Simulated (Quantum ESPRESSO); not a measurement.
Here is a Quantum ESPRESSO 7.5 calculation.

run.py

```python
import numpy as np
from ase.calculators.espresso import Espresso, EspressoProfile
from ase.io import read

atoms = read('WS2.xyz')

input_data = {
    'control': {'calculation': 'scf', 'prefix': 'pwscf', 'outdir': './tmp', 'tprnfor': True, 'tstress': True, 'disk_io': 'nowf'},
    'system': {'ecutwfc': 56.0, 'ecutrho': 448.0, 'nbnd': 20, 'occupations': 'smearing', 'smearing': 'fd', 'degauss': 0.00367493},
    'electrons': {'conv_thr': 6e-10, 'electron_maxstep': 120, 'mixing_beta': 0.5},
}
pseudopotentials = {'S': 's_pbesol_v1.4.uspp.F.UPF', 'W': 'w_pbesol_v1.2.uspp.F.UPF'}
profile = EspressoProfile(command='mpirun -n 2 pw.x -nk 2', pseudo_dir='pseudo')
dft = Espresso(profile=profile, input_data=input_data, pseudopotentials=pseudopotentials, kpts=(10, 10, 10), koffset=(0, 0, 0))
atoms.calc = dft

print(f'energy {atoms.get_potential_energy():.8f} eV')
print('forces (eV/A)')
print(np.round(atoms.get_forces(), 6))
print('stress (eV/A^3, Voigt)')
print(np.round(atoms.get_stress(), 8))
print(f'Fermi level {dft.get_fermi_level():.4f} eV')
```

The input WS2.xyz:

```xyz
3
Lattice="1.5790000000 0.9116360751 6.1633333333 -1.5790000000 0.9116360751 6.1633333333 0.0000000000 -1.8232721501 6.1633333333" Properties=species:S:1:pos:R:3 pbc="T T T"
W      0.0000000000      0.0000000000      0.0000000000
S      0.0000000000      0.0000000001     10.7426899999
S      0.0000000000      0.0000000001     13.8730469999
```

Potentials or basis: GBRV 1.5 PBEsol.

The run is started by

```sh
$ OMP_NUM_THREADS=1 python run.py
```

Task: Predict the band gap on the k mesh.

Result: 1.02 eV, indirect (least direct gap 2.23 eV).

Task: Estimate the largest force.

Result: 0.603 eV/Å.

Task: What does it give for the pressure?

Result: -0.4 GPa.

Forces on the atoms (eV/Å):
```
W    0.000  0.000 -0.603
S    0.000  0.000  0.340
S    0.000  0.000  0.263
```

Caveat: spin-orbit coupling is left out, which moves the levels of the heavy elements. PBEsol gaps usually lie below the measured ones, often by a third to a half.
